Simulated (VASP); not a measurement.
Input of a VASP 6.6.1 run:

The input INCAR:

```
  PREC = Accurate
  ENCUT = 600
  EDIFF = 1E-7
  ISMEAR = 0
  SIGMA = 0.03
  LREAL = F
  LASPH = T
  NELM = 80
  ALGO = Normal
  ISIF = 3
  LWAVE = F
  LCHARG = F
  GGA = PE
  IVDW = 12
  IBRION = 2
  NSW = 90
  EDIFFG = -0.005
  KPAR = 4
```

The input KPOINTS:

```
Automatic mesh
0
Gamma
  12 12 3
```

POSCAR

```
WS2                                     
1.0
    3.1550967612      0.0000000000      0.0000000000
   -1.5775483806      2.7323939465      0.0000000000
   -0.0000000000      0.0000000000     12.1413677779
  W               S             
     2     4
Direct
     0.3333333332999970    0.6666666667000030    0.2500000000000000
     0.6666666667000030    0.3333333332999970    0.7500000000000000
     0.3333333332999970    0.6666666667000030    0.6203170825126318
     0.6666666667000030    0.3333333332999970    0.1203170825126319
     0.3333333332999970    0.6666666667000030    0.8796829174873682
     0.6666666667000030    0.3333333332999970    0.3796829174873682
```

Potentials or basis: VASP PAW PBE potentials, release 64 (W_sv, S).

Command:

```console
$ cat potpaw_PBE.64/W_sv/POTCAR potpaw_PBE.64/S/POTCAR > POTCAR
$ mpirun -np 4 vasp_std > vasp.out
```

(1) Estimate the dispersion energy per atom.

(2) What does it give for the space group after relaxing (to 0.05 Å)?

## Answers

(1) -0.435 eV.

(2) P6_3/mmc (No. 194).
